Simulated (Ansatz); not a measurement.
## What 4 layers does to AlSb

Take AlSb in the zinc blende structure (space group F-43m, No. 216; a = 6.177 Å) as the base. Axes: x, y, z lie along the cube axes.

Modification: a free-standing slab of 4 layers (8 atoms, 2 a layer) is cut normal to [110], with 15 Å of vacuum and the in-plane cell held at bulk.

Method: Kohn–Sham DFT with the r2SCAN functional, run in Ansatz (a quantum-chemistry and plane-wave program) with PAW and 500 eV plane waves, scalar-relativistic without spin-orbit coupling. Settings: 11×8×1 k-points, 0.05 eV Fermi–Dirac smearing, for the changed cell.

| quantity | base | changed | shift |
|---|---|---|---|
| layer's space group (with vacuum) | – | Pmn2_1 (No. 31) | – |
| shortest interatomic distance | 2.675 Å | 2.644 Å | -0.031 Å |
| band gap | 1.51 eV | 1.05 eV | -0.46 eV |
| gap character | – | indirect, Γ → k = (0.455, 0, 0) in the run's primitive reciprocal basis | – |
| smallest direct gap | 2.03 eV | 1.60 eV | -0.437 eV |
| valence-band top at Γ (three highest levels, from the VBM) | 0.00, 0.00, 0.00 eV | 0.00, -0.47, -0.51 eV | – |
| excess energy per area of both faces (slab less bulk energy over the cell's area: twice a surface energy) | – | 1.28 J/m² | – |
| thickness between the outermost nuclei | – | 7.10 Å | – |
| change of the spacing d12 from its bulk value of 2.184 Å | – | -7.9 % | – |

Slab and bulk use different k-meshes, which limits the precision of the excess energy. With Sb present, leaving out spin-orbit coupling can change the band edges. No phonon test of stability was made. k-point labels follow each cell's own Brillouin zone.
